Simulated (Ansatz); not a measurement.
## CsPbCl3 (model cell, started as cubic perovskite with Pb in the octahedra): a soft mode frozen in

Which phase does CsPbCl3 (model cell, started as cubic perovskite with Pb in the octahedra) fall into along its unstable mode, and how much energy does it gain?

Program: Ansatz 0.2.0. Level of theory: DFT PBEsol, scalar-relativistic, plane waves, PAW; PAW set soft_1. Results are calculated unless marked as measured.

## 1. The starting structure

Symmetry: Pm-3m, No. 221, cubic system. The conventional cell has a = 5.619 Å, b = 5.619 Å, c = 5.619 Å, α = 90.00°, β = 90.00°, γ = 90.00°. Cs has 12 Cl at 3.97 Å nearest. Pb has 6 Cl at 2.81 Å nearest. Nearest to Cl lie 2 Pb at 2.81 Å and 4 Cs at 3.97 Å. Farther neighbours and most contacts between anions are not listed.

## 2. The dispersion

The cell comes from relaxations at this level that are not shown. Stability and thermal properties need the whole zone. Linear response on a 2×2×2 q mesh gives force constants as far as a supercell of that size would, and the tensors from the zone-centre run are typed in so that the long-range dipole term is interpolated apart.

The input, input.yaml:

```yaml
crystal:
  lattice:
    - [5.6185982474, 0.0, 0.0]
    - [0.0, 5.6185982474, 0.0]
    - [0.0, 0.0, 5.6185982474]
  atoms:
    - { symbol: Cs, position: [0.0, 0.0, 0.0] }
    - { symbol: Pb, position: [0.5, 0.5, 0.5] }
    - { symbol: Cl, position: [0.5, 0.5, 0.0] }
    - { symbol: Cl, position: [0.5, 0.0, 0.5] }
    - { symbol: Cl, position: [0.0, 0.5, 0.5] }
kpoints:
  mp_grid: { grid: [8, 8, 8] }
hamiltonian:
  xc: pbesol
  pseudopotentials: { kind: paw, azcp: { folder: soft_1 }, xc_functional: pbe }
scf:
  occupations: { method: fixed }
output:
  eigenvalues: true
phonons:
  method: dfpt
  qmesh: [2, 2, 2]
  temperatures: { t_max: 1000, t_step: 50 }
  qpath:
    path:
      - [[0.0, 0.0, 0.0], [0.0, 0.5, 0.0], [0.5, 0.5, 0.0], [0.0, 0.0, 0.0], [0.5, 0.5, 0.5], [0.0, 0.5, 0.0]]
      - [[0.5, 0.5, 0.5], [0.5, 0.5, 0.0]]
    npoints: 10
  non_analytic_term:
    high_frequency_dielectric_tensor: [[4.0394, 0.0, 0.0], [0.0, 4.0394, 0.0], [0.0, 0.0, 4.0394]]
    born_effective_charges:
      - { species: Cs, tensor: [[1.3222, 0.0, 0.0], [0.0, 1.3222, 0.0], [0.0, 0.0, 1.3222]] }
      - { species: Pb, tensor: [[3.9497, 0.0, 0.0], [0.0, 3.9497, 0.0], [0.0, 0.0, 3.9497]] }
      - { species: Cl, tensor: [[-0.7258, 0.0, 0.0], [0.0, -0.7258, 0.0], [0.0, 0.0, -3.8203]] }
      - { species: Cl, tensor: [[-0.7258, 0.0, 0.0], [0.0, -3.8203, 0.0], [0.0, 0.0, -0.7258]] }
      - { species: Cl, tensor: [[-3.8203, 0.0, 0.0], [0.0, -0.7258, 0.0], [0.0, 0.0, -0.7258]] }
    source: "zone-centre run at this cell"
```

Started as:

```sh
$ ansatz run input.yaml --threads 4 --pin off --max-ram 16384MiB --backend cpu --events-out ev --progress --plain --runs-dir out
```

Numbers of over 12 decimals in the logs are rounded to 6 here.

The program printed:

```text
Engine: ansatz 0.2.0, x86_64-unknown-linux-gnu
Pseudopotentials: kind: paw
Pseudopotential: Cs, paw, valence charge 9, recommended cutoff 420 eV (normal), soft_1/Cs.paw.azcp
Pseudopotential: Pb, paw, valence charge 14, recommended cutoff 420 eV (normal), soft_1/Pb.paw.azcp
Pseudopotential: Cl, paw, valence charge 7, recommended cutoff 420 eV (normal), soft_1/Cl.paw.azcp
Functional definition: PBEsol
  exchange = pbesol_x
  correlation = pbesol_c
Crystal: 5 atoms, lattice volume = 177.372 Å³
Basis set: ecut = 420 eV, 3431 PW (Γ), exchange–correlation on 80×80×80 points (8 copies of the dense FFT grid, shifted against one another)
Bands: 27, of which v1, the nominal top of the filled ones, is band 22 counted from 1 (21 counted from 0)
Symmetry: 48 space group operations
k-points: 35 of 512
Non-local potential: Cs, projectors of the file, l = 0: 3, l = 1: 2, l = 2: 2, l = 3: 2
Non-local potential: Pb, projectors of the file, l = 0: 2, l = 1: 2, l = 2: 2, l = 3: 1
Non-local potential: Cl, projectors of the file, l = 0: 2, l = 1: 2, l = 2: 1
PAW form: soft (Blöchl's): semilocal exchange-correlation on the pseudo side does not see the compensation charge
PAW frozen core: Cs, regenerated for the run's functional, and the local potential with it (the file was generated under x = pbe(κ = 0.804, μ = 0.219515), c = pbe(β = 0.066725))
PAW frozen core: Pb, regenerated for the run's functional, and the local potential with it (the file was generated under x = pbe(κ = 0.804, μ = 0.219515), c = pbe(β = 0.066725))
PAW frozen core: Cl, regenerated for the run's functional, and the local potential with it (the file was generated under x = pbe(κ = 0.804, μ = 0.219515), c = pbe(β = 0.066725))
PAW one-centre angular grid: Cs, 194 points (default); XC on 64 Gauss nodes
PAW one-centre angular grid: Pb, 590 points (default); XC on 64 Gauss nodes
PAW one-centre angular grid: Cl, 110 points (default); XC on 64 Gauss nodes
Initial density: superposition of atomic densities (chi_scale 0.1, normalization cell, long waves kept (reshape's long-wave potential 0.01 eV rms))
Initial wavefunctions: pseudopotential atomic-orbital guess
Functional: x = pbesol(κ = 0.804, μ = 0.123457), c = pbesol(β = 0.046)
SCF iter   1: F=—  HF=-20534.057201 eV  |F-HF|=—  |Δ(HF+E_count)|=         —  Δρ=2.39e-2  dr2=2.20e0  ethr=3.10e-3  ⟨swp⟩=5.0  Hψ=3962  notcnv=0  defer=61
preconditioner: auto → Resta (q_TF=auto, 2.163 Å⁻¹)  ε∞=3.0  [insulator: Δε(μ)=1.495 eV  Ē_g=12.630 eV  n_scr=26 (ndim 8)  ℏωp=18.1 eV  f_vac=0.014  ε∞_Penn≈3.0]
SCF iter   2: F=—  HF=-20533.316918 eV  |F-HF|=—  |Δ(HF+E_count)|=   7.40e-1  Δρ=1.08e-2  dr2=6.67e-1  ethr=3.10e-3  ⟨swp⟩=3.6  Hψ=2171  notcnv=0  defer=73
SCF iter   3: F=—  HF=-20532.999047 eV  |F-HF|=—  |Δ(HF+E_count)|=   3.18e-1  Δρ=3.19e-3  dr2=5.25e-2  ethr=1.52e-3  ⟨swp⟩=3.7  Hψ=2133  notcnv=0  defer=94
SCF iter   4: F=—  HF=-20532.980834 eV  |F-HF|=—  |Δ(HF+E_count)|=   1.82e-2  Δρ=1.15e-3  dr2=3.29e-3  ethr=1.19e-4  ⟨swp⟩=3.0  Hψ=1796  notcnv=0  defer=96
SCF iter   5: F=—  HF=-20532.981999 eV  |F-HF|=—  |Δ(HF+E_count)|=   1.16e-3  Δρ=1.96e-4  dr2=7.29e-5  ethr=7.47e-6  ⟨swp⟩=3.0  Hψ=1543  notcnv=0  defer=102
SCF iter   6: F=—  HF=-20532.982107 eV  |F-HF|=—  |Δ(HF+E_count)|=   1.09e-4  Δρ=2.56e-5  dr2=1.20e-6  ethr=1.66e-7  ⟨swp⟩=2.0  Hψ=1694  notcnv=0  defer=102
SCF iter   7: F=—  HF=-20532.982114 eV  |F-HF|=—  |Δ(HF+E_count)|=   6.86e-6  Δρ=6.97e-6  dr2=6.27e-8  ethr=2.74e-9  ⟨swp⟩=2.0  Hψ=1678  notcnv=0  defer=94
SCF iter   8: F=—  HF=-20532.982114 eV  |F-HF|=—  |Δ(HF+E_count)|=   3.22e-8  Δρ=1.34e-6  dr2=2.72e-9  ethr=1.43e-10  ⟨swp⟩=2.0  Hψ=1645  notcnv=0  defer=94
SCF iter   9: F=—  HF=-20532.982114 eV  |F-HF|=—  |Δ(HF+E_count)|=   2.33e-9  Δρ=2.31e-7  dr2=9.78e-11  ethr=6.17e-12  ⟨swp⟩=2.0  Hψ=1645  notcnv=0  defer=94
SCF iter  10: F=-20532.982114 eV  HF=-20532.982114 eV  |F-HF|=2.55e-11  |Δ(HF+E_count)|=  2.11e-10  Δρ=4.12e-8  dr2=5.17e-12  ethr=1.00e-12  ⟨swp⟩=16.4  Hψ=7241  notcnv=0
SCF 1 converged in 10 iterations: F = -20532.982114 eV  dr2 = 5.17e-12
  greatest PAW one-centre occupation: 0.982 electrons in one spin orbital (limit 2), on the Pb atom at site 1 (counted from 0), in its partial waves of l = 2
NSCF: frozen V_eff on 35 k-points
NSCF: frozen V_eff on 125 k-points
DFPT response loops at q = (0, 0, 0) (fractional): preconditioner auto → Resta (q_TF=auto, 2.163 Å⁻¹)  ε∞=5.7 (no band partly filled); β = 1.00, the filter's whole step (`scf.mixing.beta` (0.50) is not read by the response loops at its default; to damp them type it under 1.00, their step now; it binds the ground state too); Broyden in place of MSR1
NSCF: frozen V_eff on 250 k-points
DFPT response loops at q = (0, 0, -0.5) (fractional): mixed as the last ones told, above
NSCF: frozen V_eff on 250 k-points
DFPT response loops at q = (0, -0.5, -0.5) (fractional): mixed as the last ones told, above
NSCF: frozen V_eff on 250 k-points
DFPT response loops at q = (-0.5, -0.5, -0.5) (fractional): mixed as the last ones told, above
SCF converged after 10 iterations
Free energy (F): -20532.982114 eV
Harris-Foulkes:  -20532.982114 eV  (|F-HF|=2.55e-11)
Internal energy: -20532.982114 eV  (E = F + TS)
E sigma→0 (E₀):  -20532.982114 eV
Fermi energy:    3.940559 eV
--- Per-component energies (eV) ---
  E_band       = -238.652898
  E_kinetic    = 892.668209
  E_local      = -2617.023994  (includes V_loc(G=0)·N_el)
  E_nonlocal   = 426.043314
  E_hartree    = 983.298435
  E_xc         = -702.548403
  E_vxc        = -624.675616  (∫ρ·V_xc dr)
  E_paw        = -17141.422938  (= ΣΔE_a)
  E_vpaw       = -282.261974  (= ΣTr[D̂ρ^β])
  E_aug_tail   = 0.000328  (compensation charges beyond the density's cutoff)
  E_ewald      = -2374.438696
  E_core_change = 0.441631  (= ΣΔE_core)
  E_smearing   = -0.000000  (= −TS)
  E_closure    = -0.000000  (closes the sum)
  Σ components = -20532.982114   (vs F -20532.982114, Δ=0.00e0)
--- Band table (eV; the first three rows and the last of 35) ---
  k-point 0: bands = [... 18 lower, 1.3642, 1.4696, 1.4696, 1.4696, 7.1923, 8.2007, 8.2007, 9.0865, ... 1 higher]
  k-point 1: bands = [... 18 lower, 1.3494, 1.4534, 1.4534, 1.4674, 7.3426, 8.3047, 8.3130, 9.1338, ... 1 higher]
  k-point 2: bands = [... 18 lower, 1.3134, 1.4147, 1.4147, 1.5543, 7.6991, 8.5059, 8.6088, 8.7309, ... 1 higher]
  k-point 34: bands = [... 18 lower, 1.7944, 1.7944, 1.7944, 3.9406, 5.7841, 5.7841, 5.7841, 8.9588, ... 1 higher]
--- Phonons (Γ-DFPT): 4 representative perturbations + reference (Σ response iterations 14) ---
  ASR residual: 1.149e-4 → 0.000e0 eV/Å²; symmetrization residual: 3.492e-5 eV/Å²
  ASR residual per site (eV/Å²): 1.44e-5 2.13e-5 1.15e-4 1.15e-4 1.15e-4
  Γ frequencies (cm⁻¹): -21.57 -21.57 -21.57 0.00 0.00 0.00 20.39 20.39 20.39 51.82 51.82 51.82 136.05 136.05 136.05
--- Phonons (arbitrary-q DFPT): 4 irreducible q on the 2×2×2 mesh ---
  q = [0.0000, 0.0000, 0.0000] (star 1, of the zone-centre solve; hermiticity 2.84e-5, symmetrization 1.04e-11): -21.57 -21.57 -21.57 -0.00 0.00 0.00 20.39 20.39 20.39 51.82 51.82 51.82 136.05 136.05 136.05
  q = [0.0000, 0.0000, -0.5000] (star 3, 9 solved perturbations in 975 linear systems a pass and spin channel, the states on 125 of 512 k-point pairs; hermiticity 7.17e-6, symmetrization 4.23e-13): -13.35 -13.35 10.54 10.54 35.26 38.59 42.97 42.97 43.87 43.87 52.08 110.89 136.26 136.26 248.00
  q = [0.0000, -0.5000, -0.5000] (star 3, 9 solved perturbations in 975 linear systems a pass and spin channel, the states on 125 of 512 k-point pairs; hermiticity 5.62e-6, symmetrization 2.50e-13): -47.49 -20.61 -20.61 7.80 34.70 41.37 41.37 45.25 45.25 87.55 102.60 102.60 136.35 220.71 256.77
  q = [-0.5000, -0.5000, -0.5000] (star 1, 4 solved perturbations in 350 linear systems a pass and spin channel, the states on 125 of 512 k-point pairs; hermiticity 7.22e-7, symmetrization 8.24e-12): -47.94 -47.94 -47.94 -11.76 -11.76 -11.76 80.88 80.88 80.88 98.47 98.47 98.47 220.43 220.43 262.77
  sum rule: each row above includes the acoustic sum rule's correction from the zone centre's row sums; it moved no ω² by more than (0.94 cm⁻¹)²
  mesh force constants: q→R imaginary residual 6.58e-18; ASR residual 1.149e-4 → 0.000e0 eV/Å²; symmetrization residual 7.994e-15 eV/Å²
  interpolated dispersion: 63 rows × 15 modes
  density of states and harmonic sums: on the 12×12×12 q-mesh, interpolated from the force constants of a 2×2×2 supercell (with the dipole–dipole term of supplied tensors)
  largest difference from the sums on the solved wave vectors: F 4.76e-2 eV, S 5.11e-5 and C_V 1.74e-5 eV/K
  zero-point energy: 0.064371 eV/cell   skipped modes (ω ≤ 0): 291, of them read as no rigid motion or as one in doubt: 288 (3.414e0 modes/cell left out, lowest -47.94 cm⁻¹)   left out of the sums: 2.28e-1 of the cell's modes: C_V's classical limit lies that fraction below 3 k_B per atom; for a crystal, a wire or a layer, F and S can be off by more, and a phonons.interpolated_qmesh denser along its periods is the remedy for the sampling
```

Run time: 5.5 min. Hardware: 4 threads of Intel Xeon Platinum 8375C at 2.90GHz (Ice Lake), shared host; peak memory 1.8 GiB; 20 min of CPU time.

This step gave:

* gap on the k-mesh: 1.844 eV
* volume per atom: 35.47 Å³
* sum-rule residual before enforcement: 1.15e-4 eV/Å²
* lowest frequency on the path: -47.94 cm⁻¹
* point group: m-3m
* highest frequency on the path or at a solved wavevector: 262.8 cm⁻¹
* highest optical mode at the zone centre (no LO-TO term): 136.1 cm⁻¹
* lowest optical zone-centre mode: -21.57 cm⁻¹
* lowest mode on the q mesh (acoustic modes at Γ apart): -47.94 cm⁻¹

Frequencies (cm⁻¹) solved at each irreducible wavevector; negative means imaginary. Frequencies by wavevector, by row:

```tsv
q in reciprocal lattice units	star	mode 1	mode 2	mode 3	mode 4	mode 13	mode 14	mode 15
0 0 0	1	-21.6	-21.6	-21.6	0	136.1	136.1	136.1
0 0 -0.5	3	-13.3	-13.3	10.5	10.5	136.3	136.3	248
0 -0.5 -0.5	3	-47.5	-20.6	-20.6	7.8	136.3	220.7	256.8
-0.5 -0.5 -0.5	1	-47.9	-47.9	-47.9	-11.8	220.4	220.4	262.8
```

Interpolated from a 2×2×2 q mesh, with the LO-TO term (at Γ the limit along the path; where Γ stands inside the path, tables give the limit on arrival). The phonon branches at the labelled points (cm⁻¹):

```tsv
point	branch 1	branch 2	branch 3	branch 4	branch 12	branch 13	branch 14	branch 15
Γ	-22	-22	0	0	56	136	136	232
halfway	-18	-18	10	10	88	136	136	239
X	-13	-13	10	10	111	136	136	248
halfway	-35	-14	-8	7	107	136	188	249
M	-48	-21	-21	8	103	136	221	257
halfway	-28	-14	-13	17	88	136	176	236
Γ	-22	-22	0	0	56	136	136	232
halfway	-29	-25	-25	9	88	178	178	235
R	-48	-48	-48	-12	98	220	220	263
halfway	-37	-33	-25	-10	105	180	193	250
X	-13	-13	10	10	111	136	136	248
jump to R	-48	-48	-48	-12	98	220	220	263
halfway	-48	-35	-35	-5	101	186	221	257
M	-48	-21	-21	8	103	136	221	257
```

Symmetry leaves 4 wavevectors to solve. The lowest mode among them, the acoustic zeros apart, lies at q = (-0.5, -0.5, -0.5) and is imaginary, 47.9i cm⁻¹, so the energy falls along it.

## 3. The mode frozen in, largest atomic shift 0 Å

The mode followed lies at q = (-0.5, -0.5, -0.5) with frequency 47.9i cm⁻¹ and is 3-fold degenerate, the softest among the wavevectors solved. At small amplitude the distorted cell has space group no. 167 by a symmetry search on the positions. The undistorted cell that holds it gives the zero of energy on the same k mesh.

System of this step: CsPbCl3 (model cell, started as cubic perovskite with Pb in the octahedra). The structure is cubic, space group Pm-3m (No. 221). The conventional cell has a = 5.619 Å, b = 5.619 Å, c = 5.619 Å, α = 90.00°, β = 90.00°, γ = 90.00°. Nearest to Cs lie 12 Cl at 3.97 Å. Nearest to Pb lie 6 Cl at 2.81 Å. Cl has 2 Pb at 2.81 Å and 4 Cs at 3.97 Å nearest. Farther neighbours and most contacts between anions are not listed.

The input, input.yaml:

```yaml
crystal:
  lattice:
    - [5.6185982474, 5.6185982474, 0.0]
    - [5.6185982474, 0.0, 5.6185982474]
    - [5.6185982474, 0.0, -5.6185982474]
  atoms:
    - { symbol: Cs, position: [0.0, 0.0, 0.0] }
    - { symbol: Cs, position: [0.0, 0.5, 0.5] }
    - { symbol: Pb, position: [0.5, 0.25, 0.75] }
    - { symbol: Pb, position: [0.5, 0.75, 0.25] }
    - { symbol: Cl, position: [0.5, 0.0, 0.0] }
    - { symbol: Cl, position: [0.5, 0.5, 0.5] }
    - { symbol: Cl, position: [0.0, 0.5, 0.0] }
    - { symbol: Cl, position: [0.0, 0.0, 0.5] }
    - { symbol: Cl, position: [0.5, 0.0, 0.5] }
    - { symbol: Cl, position: [0.5, 0.5, 0.0] }
kpoints:
  mp_grid: { grid: [6, 6, 6] }
hamiltonian:
  xc: pbesol
  pseudopotentials: { kind: paw, azcp: { folder: soft_1 }, xc_functional: pbe }
scf:
  occupations: { method: gaussian, width: 0.02 }
output:
  forces: true
  stress: true
  eigenvalues: true
```

The program printed:

```text
[...]
Crystal: 10 atoms, lattice volume = 354.743 Å³
Basis set: ecut = 420 eV, 6879 PW (Γ), exchange–correlation on 108×108×108 points (8 copies of the dense FFT grid, shifted against one another)
Bands: 54, of which v1, the nominal top of the filled ones, is band 44 counted from 1 (43 counted from 0)
Symmetry: 96 space group operations
[...]
k-points: 16 of 216
[...]
k-point 0: bands = [... 40 lower, 1.7943, 1.7943, 1.7943, 3.9405, 5.7842, 5.7842, 5.7842, 7.1923, ... 4 higher]
  k-point 1: bands = [... 40 lower, 1.7346, 1.7346, 1.7629, 3.4862, 6.0849, 6.0849, 6.2270, 7.3887, ... 4 higher]
  k-point 2: bands = [... 40 lower, 1.6364, 1.6364, 1.6793, 2.6486, 6.8335, 6.8335, 7.0554, 7.8370, ... 4 higher]
  k-point 15: bands = [... 40 lower, 1.4884, 1.6985, 2.3674, 2.7294, 6.4991, 6.7520, 7.2237, 8.5884, ... 4 higher]
[key lines of the parts left out:]
SCF converged after 8 iterations
Free energy (F): -41065.964605 eV
Fermi energy:    4.862208 eV
P = ⅓ Tr σ = -0.0092 GPa (-0.092 kbar)
```

Elapsed: 5.9 s, on 4 threads; peak memory 0.94 GiB.

Numbers from this step:

| Property | Result |
| --- | --- |
| pressure | -0.009153 GPa |
| energy from the undistorted cell | 0 meV/atom |

At this level the gap is 1.84 eV on the k-mesh of the self-consistent run, which can miss the band edges.

## 4. The mode frozen in, largest atomic shift 0.45 Å

The atoms are moved along the unstable eigenvector, the largest shift by 0.45 Å, with the cell fixed.

input.yaml, the sections that differ from step 3:

```yaml
crystal:
  lattice:
    - [5.6185982474, 5.6185982474, 0.0]
    - [5.6185982474, 0.0, 5.6185982474]
    - [5.6185982474, 0.0, -5.6185982474]
  atoms:
    - { symbol: Cs, position: [0.0, 0.0, 0.0] }
    - { symbol: Cs, position: [0.0, 0.5, 0.5] }
    - { symbol: Pb, position: [0.5, 0.25, 0.75] }
    - { symbol: Pb, position: [0.5, 0.75, 0.25] }
    - { symbol: Cl, position: [0.4433670041, 0.0, 0.0] }
    - { symbol: Cl, position: [0.5566329959, 0.5, 0.5] }
    - { symbol: Cl, position: [0.0, 0.5566329959, 0.0] }
    - { symbol: Cl, position: [0.0, -0.0566329959, 0.5] }
    - { symbol: Cl, position: [0.4433670041, 0.0566329959, 0.5] }
    - { symbol: Cl, position: [0.5566329959, 0.4433670041, 0.0] }
# kpoints, hamiltonian, scf, output: as in step 3
```

The program printed:

```text
[...]
Crystal: 10 atoms, lattice volume = 354.743 Å³
Basis set: ecut = 420 eV, 6879 PW (Γ), exchange–correlation on 108×108×108 points (8 copies of the dense FFT grid, shifted against one another)
Bands: 54, of which v1, the nominal top of the filled ones, is band 44 counted from 1 (43 counted from 0)
Symmetry: 12 space group operations
[...]
k-points: 32 of 216
[...]
k-point 0: bands = [... 40 lower, 1.6692, 1.6692, 1.7085, 3.5647, 5.7375, 5.7375, 5.7591, 7.3646, ... 4 higher]
  k-point 1: bands = [... 40 lower, 1.6176, 1.6176, 1.7145, 3.2198, 6.0040, 6.0040, 6.1061, 7.5472, ... 4 higher]
  k-point 2: bands = [... 40 lower, 1.5354, 1.5354, 1.7464, 2.5450, 6.6808, 6.6808, 6.8218, 7.8645, ... 4 higher]
  k-point 31: bands = [... 40 lower, 1.5452, 1.5452, 2.1989, 2.1989, 6.5812, 6.5812, 7.6170, 7.6170, ... 4 higher]
[key lines of the parts left out:]
SCF converged after 8 iterations
Free energy (F): -41066.066285 eV
Fermi energy:    4.651068 eV
P = ⅓ Tr σ = -0.4090 GPa (-4.090 kbar)
```

Wall time 14 s (4 threads); peak memory 1.1 GiB.

This step gave:

```
pressure                         : -0.4090 GPa
gap on the k-mesh                : 2.173 eV
energy from the undistorted cell : -10.17 meV/atom
```

The energy, extrapolated to zero smearing, is -10.17 meV/atom against the undistorted cell.

The run ends at a pressure of -0.41 GPa, with forces up to 0.015 eV/Å.

## 5. Energy along the mode, all amplitudes (two of the runs are shown above)

An imaginary frequency means negative curvature, so the energy should fall and then rise again as anharmonic terms take over.

This step gave:

* depth at the lowest point sampled: 10.17 meV/atom
* largest atomic shift at that point: 0.45 Å

Energy from the parent against largest atomic shift:

```tsv
largest atomic shift (Å)	energy from the parent (meV/atom)
0.000	0
0.040	-0.143
0.080	-0.566
0.140	-1.68
0.220	-3.89
0.320	-7.15
0.450	-10.2
0.600	-6.79
```

Displacement at unit largest shift by atom:

```tsv
atom	x (Å)	y (Å)	z (Å)	size
Cs1	0.000	0.000	0.000	0.000
Cs2	0.000	0.000	0.000	0.000
Pb3	0.000	0.000	0.000	0.000
Pb4	0.000	0.000	0.000	0.000
Cl5	-0.707	-0.707	0.000	1.000
Cl6	0.707	0.707	0.000	1.000
Cl7	0.707	0.000	0.707	1.000
Cl8	-0.707	0.000	-0.707	1.000
Cl9	0.000	-0.707	0.707	1.000
Cl10	0.000	0.707	-0.707	1.000
```

The lowest of the steps tried is at 0.45 Å, 10.2 meV/atom below the parent; the bottom of the well need not coincide with a step.

(Continued in part 2 of 3.)

[Logs are printed without paths, hosts, clocks, repeated set-up lines and the standing remarks that a program may print on its own settings, such as how far it seeks lower states.]

[Hosts, paths, dates, database ids (printed as entryN), source tags and the programs' standing remarks are cut or masked in the printed files.]
